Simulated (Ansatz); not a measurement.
**InP: equation of state with BPBE**

**Measured values to compare with.**

From a printed reference work, data compilation, for a bulk crystal of InP: bulk modulus 71 GPa.

Crystal: InP.

```
CELL_PARAMETERS angstrom
0.00000 2.93050 2.93050
2.93050 0.00000 2.93050
2.93050 2.93050 0.00000
ATOMIC_POSITIONS crystal
In 0.00000 0.00000 0.00000
P 0.75000 0.75000 0.75000
```

```json
{
 "Program": "Ansatz 0.2.0",
 "Task": "equation of state",
 "Functional": "BPBE",
 "Potentials or basis": "Ansatz PAW",
 "Cutoff": "420 eV",
 "Density cutoff": "1680 eV",
 "k mesh": "8 × 8 × 8",
 "Occupations": "fermi-dirac, width 0.05 eV",
 "Spin": "no spin polarisation"
}
```

| Property | Result |
| --- | --- |
| Equilibrium volume | 26.42 Å³/atom |
| Bulk modulus | 60 GPa |
| Pressure derivative of the bulk modulus | 4.6 |

Energy against volume, from the lowest point:
```csv
volume (Å³/atom),energy (meV/atom)
23.657,65.86
24.160,42.20
24.663,24.35
25.167,11.72
25.670,3.76
26.173,0.00
26.677,0.02
```

All runs of the series together: 7.9 s on 2 threads of Arm Neoverse V2, with other jobs on the host.

Measured bulk modulus of InP: 71 GPa (a printed reference work, data compilation). This calculation gives 60 GPa (-15.9 %). The fit is for a static lattice scaled at fixed shape and fixed fractional positions.

Caveat: the potentials were made for another functional, which shifts forces and pressure.
